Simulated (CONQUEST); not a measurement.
# MoS2 under changes of volume

One of the cells (18.982 Å³/atom); the others are scaled copies at fixed shape and fractional positions:

```
Mo S
1.0
     3.22746    0.00000    0.00000
     0.00000    5.59013    0.00000
     0.00000    0.00000    6.31247
Mo S
2 4
Direct
  0.00000 0.00000 0.50000
  0.50000 0.50000 0.50000
  0.00000 0.33333 0.25532
  0.50000 0.83333 0.25532
  0.00000 0.66667 0.74468
  0.50000 0.16667 0.74468
```

Measurements of this composition are mostly on another form, of space group No. 194.

- Program: CONQUEST 1.3
- Functional: PBEsol
- Potentials or basis: PseudoDojo NC PBEsol, DZP, grid of 32 × 60 × 60 points
- k mesh: 8 × 5 × 4
- Occupations: fermi-dirac, width 0.05 eV
- Spin: no spin polarisation

| volume (Å³/atom) | energy over the lowest point (meV/atom) | pressure (GPa) | largest force (eV/Å) |
| --- | --- | --- | --- |
| 17.843 | 21.80 | 8.1 | 1.443 |
| 18.222 | 6.85 | 4.6 | 1.041 |
| 18.602 | 0.00 | 1.3 | 0.661 |
| 18.982 | 0.63 | -1.8 | 0.298 |
| 19.361 | ? | ? | ? |
| 19.741 | 20.72 | -6.6 | 0.312 |
| 20.120 | 38.83 | -8.7 | 0.592 |

**Question.** What does the run at 19.361 Å³/atom give?

**Answer.** Energy over the lowest point 7.88 meV/atom; pressure -4.2 GPa; largest force 0.016 eV/Å.

Worked out: A Birch-Murnaghan fit of order 3 (a polynomial in V^(-2/3)) to the other rows has its minimum at 18.76 Å³/atom with B0 = V·E''(V) = 146 GPa and B' = 4.7 at fixed shape and positions, which overstates the stiffness. It gives 7.74 meV/atom at 19.361 Å³/atom, against the run's 7.88, and -dE/dV = -4.3 GPa, against -4.2.

Energies are extrapolated to zero smearing.

Caveats: this functional lacks dispersion, which binds the layers, so the pressure and a relaxed spacing across them are unreliable; the basis of atomic orbitals isn't converged, which shifts pressures, moduli and gaps; forces of over 1 eV/Å show positions far from the minimum, so gaps and moduli don't describe the material at rest (some runs).
